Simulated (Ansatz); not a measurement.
## What DFT gives for TlCl

```xyz
2
Lattice="3.8968 0.0000 0.0000 0.0000 3.8968 0.0000 0.0000 0.0000 3.8968" Properties=species:S:1:pos:R:3 pbc="T T T"
Tl    0.0000    0.0000    0.0000
Cl    1.9484    1.9484    1.9484
```

Method: PBE, no spin polarisation; PAW, plane waves to 420 eV, 7×7×7 Γ-centred mesh, fermi-dirac occupations (width 0.1 eV) (Ansatz 0.2.0), atoms fixed.

Q: What is the character of the valence top and the conduction bottom?

A: Within 0.7 eV of the edges, the states project mainly on Cl p (76 %) and Tl s (21 %) below the gap and on Tl p (81 %) above it.

Q: What do density and ELF say about some of the short contacts?

A: Tl–Cl at 3.37 Å: least valence density 0.09 e/Å³ and ELF 0.08 there, a closed-shell (ionic or weak) contact. Tl–Tl at 3.90 Å: least valence density 0.04 e/Å³ and ELF 0.03 there, so no covalent bond. Cl–Cl at 3.90 Å: least valence density 0.03 e/Å³ and ELF 0.02 there, so no covalent bond. These are pseudo-fields; inside the PAW spheres they differ from the all-electron ones.

Q: Is there a gap, and of what kind?

A: The gap is 2.19 eV, direct at the points sampled.

Q: What does the stress say?

A: The pressure is 0.0 GPa (compression positive), so with the atoms held at these fractions the cell is close to zero pressure.

Origin: a database entry at a rescaled volume. Caveats: no spin-orbit coupling, which can shift this gap by tenths of an eV; the mesh misses a band edge that the path finds.
